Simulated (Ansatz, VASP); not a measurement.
This is a calculation of V for Ansatz 0.2.0. 

input.yaml

```yaml
crystal:
  lattice:
    - [-1.51435, 1.51435, 1.51435]
    - [1.51435, -1.51435, 1.51435]
    - [1.51435, 1.51435, -1.51435]
  atoms:
    - { symbol: V, position: [0.0, 0.0, 0.0], spin: 2.0 }
hamiltonian:
  xc: revpbe
  pseudopotentials: { kind: paw }
  dispersion: d3bj
magnetization:
  spin_polarized: true
kpoints:
  mp_grid: { grid: [12, 12, 12] }
scf:
  occupations: { method: fermi_dirac, width: 0.05 }
output:
  forces: true
  stress: true
relax:
  f_tol: 0.01
  max_steps: 40
  cell: { stress_tol: 0.05 }
```

Potentials or basis: Ansatz PAW.

The run is started by

```bash
$ ansatz run input.yaml --threads 2 --pin off --max-ram 5632MiB --backend cpu --events-out ev --progress --plain --runs-dir out
```

**Question.** What does the same run look like in VASP 6.6.1? Potentials or basis there: PBE PAW files V_sv, 600 eV.

**Answer.** As run (cutoffs and basis follow the program's own potentials, and thresholds, step limits or extra output files can differ):

File INCAR:

```
SYSTEM = V
PREC = Accurate
ENCUT = 600
EDIFF = 1E-6
ISMEAR = -1
SIGMA = 0.05
LREAL = .FALSE.
LASPH = .TRUE.
NELM = 100
ALGO = Fast
ISIF = 3
LWAVE = .FALSE.
LCHARG = .FALSE.
ISPIN = 2
MAGMOM = 2
LORBIT = 11
LMAXMIX = 4
GGA = RE
IVDW = 12
IBRION = 2
NSW = 60
EDIFFG = -0.01
```

File KPOINTS:

```
regular mesh
0
G
  12 12 12
  0 0 0
```

File POSCAR:

```
V
1.0
   -1.5143500000      1.5143500000      1.5143500000
    1.5143500000     -1.5143500000      1.5143500000
    1.5143500000      1.5143500000     -1.5143500000
V
1
Direct
    0.0000000000      0.0000000000      0.0000000000
```

Potentials or basis: VASP PAW PBE potentials, release 64 (V_sv).

Launch:

```sh
$ cat potpaw_PBE.64/V_sv/POTCAR > POTCAR
$ mpirun -np 1 vasp_std > vasp.out
```

Both were run:

|  | Ansatz | VASP |
| --- | --- | --- |
| Relaxed volume | 12.51 Å³/atom | 12.52 Å³/atom |
| Relaxed cell | a = 2.533 Å, b = 2.533 Å, c = 2.533 Å, α = 109.47°, β = 109.47°, γ = 109.47° | a = 2.534 Å, b = 2.534 Å, c = 2.534 Å, α = 109.47°, β = 109.47°, γ = 109.47° |
| Space group after relaxing | Im-3m (No. 229) | Im-3m (No. 229) |
| Pressure after relaxing | 0.0 GPa | 0.0 GPa |
| Net moment | 0.00 μB per cell | 0.00 μB per cell |

Ansatz's pressure holds a Pulay term of +0.14 GPa for its cutoff of 420 eV, which the other run lacks.

Ansatz's potentials were made for PBE. VASP's potentials were made for PBE.

Where Ansatz's input types no cutoff or centring, it takes its own default and a Γ-centred mesh.

The magnetic state is the one that the start led to; the real crystal's order can differ.

Pressure is positive in compression.
